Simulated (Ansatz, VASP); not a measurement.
## HfN: VASP beside Ansatz

The input INCAR:

```
PREC = Accurate
ENCUT = 600
EDIFF = 1E-7
ISMEAR = -1
SIGMA = 0.05
LREAL = F
LASPH = T
NELM = 80
ALGO = Normal
ISIF = 3
LWAVE = F
LCHARG = F
GGA = RP
IBRION = 2
NSW = 60
EDIFFG = -0.01
```

File KPOINTS:

```
Automatic mesh
0
Gamma
  9 9 9
```

The input POSCAR:

```
HfN
1.0
    0.0000000000      2.4548220000      2.4548220000
    2.4548220000      0.0000000000      2.4548220000
    2.4548220000      2.4548220000      0.0000000000
Hf N
1 1
Direct
    0.0000000000      0.0000000000      0.0000000000
    0.2500000000      0.2500000000      0.2500000000
```

Contents of input.yaml:

```yaml
crystal:
  lattice:
    - [0.0, 2.454822, 2.454822]
    - [2.454822, 0.0, 2.454822]
    - [2.454822, 2.454822, 0.0]
  atoms:
    - { symbol: Hf, position: [0.0, 0.0, 0.0] }
    - { symbol: "N", position: [0.25, 0.25, 0.25] }
hamiltonian:
  xc: rpbe
  pseudopotentials: { kind: paw }
kpoints:
  mp_grid: { grid: [9, 9, 9] }
scf:
  occupations: { method: fermi_dirac, width: 0.05 }
output:
  forces: true
  stress: true
  eigenvalues: true
  write_density: true
  write_potential: true
  elf: true
  volumetric_format: npy
relax:
  f_tol: 0.01
  max_steps: 40
  cell: { stress_tol: 0.05 }
```

The cell comes from a database or a generator and needn't be the stable form of this composition.

Alike in both runs: task relaxation of cell and atoms; functional RPBE; k mesh 9 × 9 × 9; occupations fermi-dirac, width 0.05 eV; no spin polarisation.

```csv
,VASP,Ansatz
version,VASP 6.6.1,Ansatz 0.2.0
potentials or method,"VASP PAW PBE potentials, release 64 (Hf_pv, N)",Ansatz PAW
plane-wave cutoff (eV),600,420
valence electrons in the cell,15,31
```

|  | VASP | Ansatz | Ansatz less VASP |
| --- | --- | --- | --- |
| gap on the k mesh at the Fermi level, each at its own relaxed structure (eV) | none | none | - |
| relaxed volume (Å³/atom) | 15.04 | 15.13 | +0.089 |
| relaxed cell length with the largest relative difference (Å) | 3.491 | 3.497 | +0.0069 |
| energy change over the relaxation (meV/atom) | -2 | -4 | -2.0 |

A gap of «none» marks a metal or a gap that the smearing closes. The two sets of potentials don't hold the same shells in valence.

Caveats: the PAW data sets were made with another functional, which shifts forces and pressure a little (VASP); the plane-wave basis is chosen anew once the cell has moved, so the energies of steps on either side of that aren't comparable (Ansatz); the pressure holds a Pulay correction of +0.3 GPa for the finite cutoff (Ansatz); the PAW data sets come from PBE, with cores solved anew for the run's functional, which leaves a small shift of forces and pressure (Ansatz). Spin-orbit coupling is left out, which matters for the levels of Hf.
